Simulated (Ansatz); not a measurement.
# armchair graphene nanoribbon (N = 7, H edges): bands under strain, part 2 of 3

Aim: is the armchair graphene nanoribbon (N = 7, H edges) a metal or a semiconductor?

The experiment to be reproduced. Scanning tunnelling spectroscopy of long 7-armchair ribbons on Au(111) gives a gap of 2.3 eV (Talirz et al., ChemPhysChem (2019), arXiv:1910.01385).

Ansatz 0.2.0; DFT PBE, plane waves, PAW; relaxation of a wire's period (the session's first sound run).

So far. Step 2 (Relaxation of atoms and period): The cell's length comes to 4.300 Å with spin left out.

### Step 3. The wire at its relaxed period

This step: DFT PBE, plane waves, PAW; bands of a perfect wire (Ansatz 0.2.0).

At the relaxed period the bands are computed along the axis; those that cross an energy going forward count the channels that a perfect wire would open there.

The input, input.yaml:

```yaml
crystal:
  lattice:
    - [16.232, 0.0, 0.0]
    - [0.0, 7.0, 0.0]
    - [0.0, 0.0, 4.3000285063]
  atoms:
    - { symbol: C, position: [0.27385413, 0.5, 0.00734667] }
    - { symbol: C, position: [0.423840937, 0.5, 0.999763471] }
    - { symbol: C, position: [0.576159063, 0.5, 0.999763471] }
    - { symbol: C, position: [0.72614587, 0.5, 0.00734667] }
    - { symbol: C, position: [0.27385413, 0.5, 0.325986664] }
    - { symbol: C, position: [0.423840937, 0.5, 0.333569862] }
    - { symbol: C, position: [0.576159063, 0.5, 0.333569862] }
    - { symbol: C, position: [0.72614587, 0.5, 0.325986664] }
    - { symbol: H, position: [0.214785855, 0.5, 0.445423802] }
    - { symbol: H, position: [0.785214145, 0.5, 0.445423802] }
    - { symbol: C, position: [0.348108831, 0.5, 0.499186514] }
    - { symbol: C, position: [0.5, 0.5, 0.501336219] }
    - { symbol: C, position: [0.651891169, 0.5, 0.499186514] }
    - { symbol: C, position: [0.348108831, 0.5, 0.834146819] }
    - { symbol: C, position: [0.5, 0.5, 0.831997114] }
    - { symbol: C, position: [0.651891169, 0.5, 0.834146819] }
    - { symbol: H, position: [0.214785855, 0.5, 0.887909532] }
    - { symbol: H, position: [0.785214145, 0.5, 0.887909532] }
kpoints:
  mp_grid: { grid: [1, 1, 19] }
  band_path: { path: ["Γ", Z], npoints: 90 }
scf:
  occupations: { method: fermi_dirac, width: 0.05 }
hamiltonian:
  xc: pbe
output:
  dos: { e_range: [-5, 4] }
  write_potential: true
  write_density: true
  volumetric_format: npy
```

Launch:

```
$ ansatz run input.yaml --threads 4 --pin off --max-ram 16384MiB --backend cpu --events-out ev --progress --plain --runs-dir out
```

Numbers of over 12 decimals in the logs are rounded to 6 here.

The log of the run:

```text
[...]
Crystal: 18 atoms, lattice volume = 488.586 Å³
Basis set: ecut = 420 eV, 9567 PW (Γ)
Bands: 48, of which v1, the nominal top of the filled ones, is band 30 counted from 1 (29 counted from 0)
Symmetry: 8 space group operations
[...]
k-points: 10 of 19
[...]
SCF iter   1: F=—  HF=-3576.447708 eV  |F-HF|=—  |Δ(HF+E_count)|=         —  Δρ=2.51e-3  dr2=1.12e-1  ethr=1.77e-3  ⟨swp⟩=8.9  Hψ=2701  notcnv=0  defer=90
[...]
SCF iter   7: F=-3576.423917 eV  HF=-3576.423917 eV  |F-HF|=1.18e-7  |Δ(HF+E_count)|=   6.76e-7  Δρ=4.45e-6  dr2=5.31e-8  ethr=1.67e-10  ⟨swp⟩=22.6  Hψ=3595  notcnv=0
SCF 1 converged in 7 iterations: F = -3576.423917 eV  dr2 = 5.31e-8
[...]
NSCF: frozen V_eff on 91 k-points
WARN: The output density's exchange-correlation potential varies sharply where the density is thin. Do not read a vacuum level from v_tot or v_xc, or from such a field of the output density. On a cell that repeats whose density bears no net charge and no dipole along the vacuum's axis use v_es (v_loc + v_h of the components); under efield.dipole_correction with no amplitude use v_es + v_field, which holds any externa [...]
SCF converged after 7 iterations
Free energy (F): -3576.423917 eV
[...]
Internal energy: -3576.423917 eV  (E = F + TS)
E sigma→0 (E₀):  -3576.423917 eV
Entropy (-TS):   -0.000000 eV (-0.000 meV/atom)
Fermi energy:    -0.951365 eV
[...]
--- Band table (eV; the first three rows and the last of 10) ---
  k-point 0: bands = [... 26 lower, -3.7469, -2.9428, -1.9118, -1.7311, -0.1608, -0.0793, 0.6131, 1.7095, ... 14 higher]
  k-point 1: bands = [... 26 lower, -3.7390, -3.0511, -2.0605, -1.7979, -0.1077, 0.0750, 0.7421, 1.7310, ... 14 higher]
  k-point 2: bands = [... 26 lower, -3.7163, -3.3365, -2.4095, -1.9767, 0.0322, 0.4406, 1.0886, 1.7956, ... 14 higher]
  k-point 9: bands = [... 26 lower, -5.3426, -4.4322, -4.0335, -3.3851, 0.8961, 1.8288, 2.2269, 3.4245, ... 14 higher]
```

It took 22 s on 4 threads of Arm Neoverse V1, shared host; peak memory 1.4 GiB; 85 s of CPU time.

This step gave:

| Property | Result |
| --- | --- |
| band gap | 1.570 eV |

The electronic bands at the labelled points (eV, zero at the Fermi level):

```
  point  band 27  band 28  band 29  band 30  band 31  band 32  band 33  band 34
      Γ    -2.80    -1.99    -0.96    -0.78     0.79     0.87     1.56     2.66
halfway    -3.54    -2.76    -2.55    -1.80     1.58     2.39     2.72     3.15
      Z    -4.49    -3.43    -3.14    -2.43     1.84     2.87     3.09     4.51
```

The gap is 1.57 eV, with spin left out.

The path shows a direct gap of 1.57 eV (valence top at Γ, conduction bottom at Γ).

### Step 4. At a strained period, period over the relaxed period 0.96, k-mesh 1×1×15

This step: DFT PBE, plane waves, PAW; relaxation at a fixed period (Ansatz 0.2.0).

The period is set to 0.96 times the relaxed one and the atoms relax within it: strain changes bond lengths and angles, which shifts the bands against each other. Against the first PBE run of this kind, the mesh along the wire has 15 points against 19.

The cell differs from the one that the last finished run ended in (c 4.300 → 4.128 Å).

input.yaml, as its differences from that of step 3:

```diff
@@ -4,3 +4,3 @@
     - [0.0, 7.0, 0.0]
-    - [0.0, 0.0, 4.3000285063]
+    - [0.0, 0.0, 4.1280273661]
   atoms:
@@ -25,3 +25,3 @@
 kpoints:
-  mp_grid: { grid: [1, 1, 19] }
+  mp_grid: { grid: [1, 1, 15] }
   band_path: { path: ["Γ", Z], npoints: 90 }
@@ -31,6 +31,6 @@
   xc: pbe
+relax:
+  max_steps: 40
+  f_tol: 0.02
 output:
-  dos: { e_range: [-5, 4] }
-  write_potential: true
-  write_density: true
-  volumetric_format: npy
+  stress: true
```

The log of the run:

```text
Warning: output.stress: scf.convergence.dr2_threshold = 1e-7 eV (the SCF's general default) is looser than the 1.8e-9 eV advised for a printed stress (1e-10 eV for each atom of the cell: 18). What an SCF threshold leaves in a stress goes as its square root, and in the free energy as the threshold itself, and one threshold admits the most on a small cell: [figures from the program's tests cut] Every solve of this run  [...]
[...]
Crystal: 18 atoms, lattice volume = 469.043 Å³
Basis set: ecut = 420 eV, 9165 PW (Γ), exchange–correlation on 240×96×60 points (8 copies of the dense FFT grid, shifted against one another)
Bands: 48, of which v1, the nominal top of the filled ones, is band 30 counted from 1 (29 counted from 0)
Symmetry: 8 space group operations
[...]
k-points: 8 of 15
[...]
SCF iter   1: F=—  HF=-3575.692606 eV  |F-HF|=—  |Δ(HF+E_count)|=         —  Δρ=2.51e-3  dr2=9.59e-2  ethr=1.77e-3  ⟨swp⟩=10.5  Hψ=2396  notcnv=0  defer=55
[...]
SCF iter   6: F=-3575.675464 eV  HF=-3575.675463 eV  |F-HF|=4.48e-7  |Δ(HF+E_count)|=   5.76e-5  Δρ=2.77e-5  dr2=2.43e-6  ethr=1.67e-8  ⟨swp⟩=4.4  Hψ=1138  notcnv=0
SCF 1 converged in 6 iterations: F = -3575.675464 eV  dr2 = 2.43e-6
[...]
relax step   1: F+E_penalty+E_count = -3575.67546360 eV  Δ(F+E_penalty+E_count) = +0.000e0 eV  max|allowed force component| = 1.788e0 eV/Å  Δτ_max = 0.0000 Å  (6 SCF iters, dr2 threshold 1.00e-5 eV, accepted)
[...]
SCF iter   5: F=-3575.798023 eV  HF=-3575.798029 eV  |F-HF|=5.81e-6  |Δ(HF+E_count)|=   4.74e-5  Δρ=8.22e-5  dr2=2.06e-5  ethr=1.67e-7  ⟨swp⟩=3.2  Hψ=1335  notcnv=0
SCF 2 converged in 5 iterations: F = -3575.798023 eV  dr2 = 2.06e-5
[...]
relax step   2: F+E_penalty+E_count = -3575.79802314 eV  Δ(F+E_penalty+E_count) = -1.226e-1 eV  max|allowed force component| = 4.481e-1 eV/Å  Δτ_max = 0.0404 Å  (5 SCF iters, dr2 threshold 1.00e-4 eV, accepted)
SCF iter   1: F=—  HF=-3575.815524 eV  |F-HF|=—  |Δ(HF+E_count)|=         —  Δρ=1.95e-3  dr2=9.78e-3  ethr=1.95e-4  ⟨swp⟩=4.1  Hψ=899  notcnv=0  defer=88
[...]
SCF iter   5: F=-3575.813229 eV  HF=-3575.813231 eV  |F-HF|=2.18e-6  |Δ(HF+E_count)|=   1.19e-5  Δρ=2.58e-5  dr2=3.89e-6  ethr=2.09e-8  ⟨swp⟩=4.0  Hψ=1260  notcnv=0
SCF 3 converged in 5 iterations: F = -3575.813229 eV  dr2 = 3.89e-6
[...]
relax step   3: F+E_penalty+E_count = -3575.81322873 eV  Δ(F+E_penalty+E_count) = -1.521e-2 eV  max|allowed force component| = 8.438e-2 eV/Å  Δτ_max = 0.0159 Å  (5 SCF iters, dr2 threshold 1.25e-5 eV, accepted)
[...]
relax step   4: F+E_penalty+E_count = -3575.81355198 eV  Δ(F+E_penalty+E_count) = -3.232e-4 eV  max|allowed force component| = 1.629e-2 eV/Å  Δτ_max = 0.0031 Å  (5 SCF iters, dr2 threshold 4.45e-7 eV, accepted)
[...]
SCF iter   3: F=-3575.813552 eV  HF=-3575.813552 eV  |F-HF|=3.42e-10  |Δ(HF+E_count)|=   2.99e-9  Δρ=8.37e-7  dr2=2.37e-9  ethr=1.60e-11  ⟨swp⟩=2.0  Hψ=961  notcnv=0
SCF 5 converged in 3 iterations: F = -3575.813552 eV  dr2 = 2.37e-9
relax step   5: F+E_penalty+E_count = -3575.81355199 eV  Δ(F+E_penalty+E_count) = -1.263e-8 eV  max|allowed force component| = 1.623e-2 eV/Å  Δτ_max = 0.0000 Å  (3 SCF iters, accepted)
[...]
the band table was solved once a step of the walk had ended and its energy, with any forces and stress, was formed, with the checks that follow a solve (2796 applications of the Hamiltonian). They found nothing against the state; the energy, forces and stress were not computed again (output.eigenvalues in the input reference)
[...]
SCF converged after 3 iterations
Free energy (F): -3575.813552 eV
[...]
Internal energy: -3575.813552 eV  (E = F + TS)
E sigma→0 (E₀):  -3575.813552 eV
Entropy (-TS):   -0.000000 eV (-0.000 meV/atom)
Fermi energy:    -0.677744 eV
[...]
--- Forces (eV/Å), atoms counted from 1 ---
  atom   1  C      0.01180996     0.00000000     0.00781722
  atom   2  C      0.00553106    -0.00000000     0.00941560
  atom   3  C     -0.00553106     0.00000000     0.00941560
  atom   4  C     -0.01180996    -0.00000000     0.00781722
  atom   5  C      0.01180996     0.00000000    -0.00781722
  atom   6  C      0.00553106    -0.00000000    -0.00941560
  atom   7  C     -0.00553106     0.00000000    -0.00941560
  atom   8  C     -0.01180996    -0.00000000    -0.00781722
  atom   9  H     -0.01623167    -0.00000000     0.00759921
  atom  10  H      0.01623167    -0.00000000     0.00759921
  atom  11  C     -0.00374011     0.00000000     0.00471844
  atom  12  C     -0.00000000     0.00000000    -0.00296122
  atom  13  C      0.00374011    -0.00000000     0.00471844
  atom  14  C     -0.00374011     0.00000000    -0.00471844
  atom  15  C      0.00000000    -0.00000000     0.00296122
  atom  16  C      0.00374011    -0.00000000    -0.00471844
  atom  17  H     -0.01623167     0.00000000    -0.00759921
  atom  18  H      0.01623167     0.00000000    -0.00759921
  max |Σ_I F_I| component: 3.47e-18 eV/Å
--- Stress (GPa, compression-positive) ---
        0.044894      -0.000000       0.000000
       -0.000000       0.109455      -0.000000
        0.000000      -0.000000      10.348488
  P = ⅓ Tr σ = 3.5009 GPa (35.009 kbar)
--- Band table (eV; the first three rows and the last of 8) ---
  k-point 0: bands = [... 26 lower, -3.8105, -2.4516, -1.7287, -1.4368, 0.0824, 0.2968, 0.9327, 1.7752, ... 14 higher]
  k-point 1: bands = [... 26 lower, -3.7946, -2.6553, -1.8093, -1.7234, 0.3435, 0.3688, 1.1671, 1.8129, ... 14 higher]
  k-point 2: bands = [... 26 lower, -3.7488, -3.1465, -2.2938, -2.0321, 0.4743, 0.9400, 1.7478, 1.9260, ... 14 higher]
  k-point 7: bands = [... 26 lower, -5.2244, -4.4030, -3.9638, -3.3687, 1.0525, 1.9749, 2.4221, 3.5918, ... 14 higher]
--- Relaxed structure (5 steps of the walk, 5 accepted, 0 SCFs on fresh bases) ---
  F+E_penalty+E_count = -3575.81355199 eV   max|allowed force component| = 1.623e-2 eV/Å
  atoms:
    - { symbol: C, position: [0.271549, 0.500000, 0.00337189] }
    - { symbol: C, position: [0.423241, 0.500000, 0.998186] }
    - { symbol: C, position: [0.576759, 0.500000, 0.998186] }
    - { symbol: C, position: [0.728451, 0.500000, 0.00337189] }
    - { symbol: C, position: [0.271549, 0.500000, 0.329961] }
    - { symbol: C, position: [0.423241, 0.500000, 0.335147] }
    - { symbol: C, position: [0.576759, 0.500000, 0.335147] }
    - { symbol: C, position: [0.728451, 0.500000, 0.329961] }
    - { symbol: H, position: [0.213246, 0.500000, 0.457392] }
    - { symbol: H, position: [0.786754, 0.500000, 0.457392] }
    - { symbol: C, position: [0.347050, 0.500000, 0.497377] }
    - { symbol: C, position: [0.5, 0.500000, 0.499621] }
    - { symbol: C, position: [0.652950, 0.500000, 0.497377] }
    - { symbol: C, position: [0.347050, 0.500000, 0.835956] }
    - { symbol: C, position: [0.5, 0.500000, 0.833712] }
    - { symbol: C, position: [0.652950, 0.500000, 0.835956] }
    - { symbol: H, position: [0.213246, 0.500000, 0.875941] }
    - { symbol: H, position: [0.786754, 0.500000, 0.875941] }
```

Elapsed: 26 s, on 4 threads; peak memory 1.4 GiB; 1.7 min of CPU time.

Step by step:

```
step  energy less that of the first step (eV)  largest force component (eV/Å)
   1                                   0.0000                          1.7882
   2                                  -0.1226                          0.4481
   3                                  -0.1378                          0.0844
   4                                  -0.1381                          0.0163
   5                                  -0.1381                          0.0162
```

The run keeps the 8 symmetry operations that it works with, so distortions that break them were not tested.

The atoms that moved most (Å):

```
atom      dx     dy      dz  length
 H18   0.025  0.000  -0.049   0.055
 H17  -0.025  0.000  -0.049   0.055
 H10   0.025  0.000   0.049   0.055
  H9  -0.025  0.000   0.049   0.055
  C4   0.037  0.000  -0.016   0.041
  C1  -0.037  0.000  -0.016   0.041
  C8   0.037  0.000   0.016   0.041
  C5  -0.037  0.000   0.016   0.041
```

The relaxed structure:

```xyz
18
Lattice="16.2320 0.0000 0.0000 0.0000 7.0000 0.0000 0.0000 0.0000 4.1280" Properties=species:S:1:pos:R:3
C     4.4078    3.5000    0.0139
C     6.8700    3.5000    4.1205
C     9.3620    3.5000    4.1205
C    11.8242    3.5000    0.0139
C     4.4078    3.5000    1.3621
C     6.8700    3.5000    1.3835
C     9.3620    3.5000    1.3835
C    11.8242    3.5000    1.3621
H     3.4614    3.5000    1.8881
H    12.7706    3.5000    1.8881
C     5.6333    3.5000    2.0532
C     8.1160    3.5000    2.0624
C    10.5987    3.5000    2.0532
C     5.6333    3.5000    3.4508
C     8.1160    3.5000    3.4416
C    10.5987    3.5000    3.4508
H     3.4614    3.5000    3.6159
H    12.7706    3.5000    3.6159
```

This step gave:

```yaml
band_gap: 1.519 eV
```

The electronic bands at the labelled points (eV, zero at the Fermi level):

```
  point  band 27  band 28  band 29  band 30  band 31  band 32  band 33  band 34
      Γ    -3.13    -1.77    -1.05    -0.76     0.76     0.97     1.61     2.45
halfway    -3.55    -2.96    -2.69    -1.96     1.53     2.40     2.73     2.98
      Z    -4.71    -3.62    -3.40    -2.69     1.72     2.82     2.92     4.46
```

The gap is 1.52 eV, against 1.57 eV under PBE at the relaxed period.

### Step 5. At a strained period, period over the relaxed period 0.98, k-mesh 1×1×15

The period is set to 0.98 times the relaxed one and the atoms relax within it: strain changes bond lengths and angles, which shifts the bands against each other. Against the first PBE run of this kind, the mesh along the wire has 15 points against 19.

The cell differs from the one that the last finished run ended in (c 4.128 → 4.214 Å).

input.yaml, as its differences from that of step 4:

```diff
@@ -4,3 +4,3 @@
     - [0.0, 7.0, 0.0]
-    - [0.0, 0.0, 4.1280273661]
+    - [0.0, 0.0, 4.2140279362]
   atoms:
```

The log of the run:

```text
[...]
Crystal: 18 atoms, lattice volume = 478.815 Å³
Basis set: ecut = 420 eV, 9371 PW (Γ), exchange–correlation on 240×96×60 points (8 copies of the dense FFT grid, shifted against one another)
Bands: 48, of which v1, the nominal top of the filled ones, is band 30 counted from 1 (29 counted from 0)
Symmetry: 8 space group operations
[...]
- { symbol: C, position: [0.347617, 0.500000, 0.498372] }
    - { symbol: C, position: [0.5, 0.500000, 0.500601] }
    - { symbol: C, position: [0.652383, 0.500000, 0.498372] }
    - { symbol: C, position: [0.347617, 0.500000, 0.834962] }
    - { symbol: C, position: [0.5, 0.500000, 0.832732] }
    - { symbol: C, position: [0.652383, 0.500000, 0.834962] }
    - { symbol: H, position: [0.214079, 0.500000, 0.881592] }
    - { symbol: H, position: [0.785921, 0.500000, 0.881592] }
[key lines of the parts left out:]
SCF converged after 5 iterations
Free energy (F): -3576.276417 eV
Fermi energy:    -0.840357 eV
P = ⅓ Tr σ = 1.6774 GPa (16.774 kbar)
```

Wall time 25 s (4 threads); peak memory 1.4 GiB.

Step by step:

| step | energy less that of the first step (eV) | largest force component (eV/Å) |
| --- | --- | --- |
| 1 | 0.0000 | 0.7841 |
| 2 | -0.0281 | 0.2074 |
| 3 | -0.0315 | 0.0391 |
| 4 | -0.0315 | 0.0017 |

Forces are held to the 8 operations that the run works with; a distortion that breaks them can't arise in this run.

The atoms that moved most (Å):

| atom | dx | dy | dz | length |
| --- | --- | --- | --- | --- |
| H18 | 0.011 | 0.000 | -0.027 | 0.029 |
| H17 | -0.011 | 0.000 | -0.027 | 0.029 |
| H10 | 0.011 | 0.000 | 0.027 | 0.029 |
| H9 | -0.011 | 0.000 | 0.027 | 0.029 |
| C4 | 0.018 | 0.000 | -0.008 | 0.020 |
| C1 | -0.018 | 0.000 | -0.008 | 0.020 |
| C8 | 0.018 | 0.000 | 0.008 | 0.020 |
| C5 | -0.018 | 0.000 | 0.008 | 0.020 |

Final coordinates:

```xyz
18
Lattice="16.2320 0.0000 0.0000 0.0000 7.0000 0.0000 0.0000 0.0000 4.2140" Properties=species:S:1:pos:R:3
C     4.4270    3.5000    0.0227
C     6.8751    3.5000    4.2102
C     9.3569    3.5000    4.2102
C    11.8050    3.5000    0.0227
C     4.4270    3.5000    1.3820
C     6.8751    3.5000    1.4085
C     9.3569    3.5000    1.4085
C    11.8050    3.5000    1.3820
H     3.4749    3.5000    1.9036
H    12.7571    3.5000    1.9036
C     5.6425    3.5000    2.1002
C     8.1160    3.5000    2.1095
C    10.5895    3.5000    2.1002
C     5.6425    3.5000    3.5186
C     8.1160    3.5000    3.5092
C    10.5895    3.5000    3.5186
H     3.4749    3.5000    3.7151
H    12.7571    3.5000    3.7151
```

The electronic bands at the labelled points (eV, zero at the Fermi level):

```csv
point,band 27,band 28,band 29,band 30,band 31,band 32,band 33,band 34
Γ,-2.94,-1.86,-0.89,-0.84,0.84,0.90,1.60,2.58
halfway,-3.52,-2.82,-2.62,-1.86,1.58,2.42,2.75,3.09
Z,-4.58,-3.50,-3.25,-2.54,1.81,2.87,3.03,4.51
```

The gap is 1.68 eV, against 1.57 eV under PBE at the relaxed period.

(Part 2 of 3 ends here.)

[Logs are printed without paths, hosts, clocks, repeated set-up lines and the standing remarks that a program may print on its own settings, such as how far it seeks lower states.]

[Hosts, paths, dates, database ids (printed as entryN), source tags and the programs' standing remarks are cut or masked in the printed files.]
